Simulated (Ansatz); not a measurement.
Crystal: TiO2.

```
Ti O
1.0
    -4.35076    4.35076    1.88756
     4.35076   -4.35076    1.88756
     4.35076    4.35076   -1.88756
Ti O
4 8
Direct
  0.29228 0.99714 0.28943
  0.00286 0.29228 0.29514
  0.99714 0.70772 0.70486
  0.70772 0.00286 0.71057
  0.49886 0.84922 0.34808
  0.16166 0.15960 0.32126
  0.15078 0.49886 0.64965
  0.15960 0.83834 0.99794
  0.84040 0.16166 0.00206
  0.84922 0.50114 0.35035
  0.83834 0.84040 0.67874
  0.50114 0.15078 0.65192
```

Measurements of this composition are mostly on another form, of space group No. 141.

```yaml
Program: Ansatz 0.2.0
Task: relaxation of cell and atoms
Functional: RPBE
Dispersion: D3(BJ)
Potentials_or_basis: Ansatz PAW
Cutoff: "420 eV (not typed: the program's choice for these potentials)"
k_mesh: 8 × 8 × 8
Occupations: fermi-dirac, width 0.05 eV
Spin: no spin polarisation
```

At the start: volume 11.91 Å³/atom.

Question: Where does the relaxation end?

Answer: It ends after 8 steps and the volume is 11.39 Å³/atom (-4.3 %); space group I4/m (No. 87, to 0.05 Å).

Step by step:
```csv
step,energy change (eV),largest force (eV/Å),volume (Å³)
1,0.0000,0.6923,142.92
2,-0.2133,0.2004,138.10
3,-0.2394,0.0279,136.48
4,-0.2400,0.0202,136.68
5,-0.2406,0.0072,136.86
6,-0.2245,0.0063,136.86
7,-0.2252,0.0004,136.72
8,-0.2247,0.0004,136.72
```

Final structure:
```
Ti O
1.0
    -4.25022    4.25022    1.89209
     4.25022   -4.25022    1.89209
     4.25022    4.25022   -1.89209
Ti O
4 8
Direct
  0.29746 0.99652 0.29398
  0.00348 0.29746 0.30094
  0.99652 0.70254 0.69906
  0.70254 0.00348 0.70602
  0.50026 0.84826 0.34852
  0.16507 0.16252 0.32759
  0.15174 0.50026 0.65201
  0.16252 0.83493 0.99745
  0.83748 0.16507 0.00255
  0.84826 0.49974 0.34799
  0.83493 0.83748 0.67241
  0.49974 0.15174 0.65148
```

Caveat: the plane-wave basis is chosen anew once the cell has moved, so the energies of steps on either side of that aren't comparable; the pressure holds a Pulay correction of +0.6 GPa for the finite cutoff; the PAW data sets come from PBE, with cores solved anew for the run's functional, which leaves a small shift of forces and pressure.
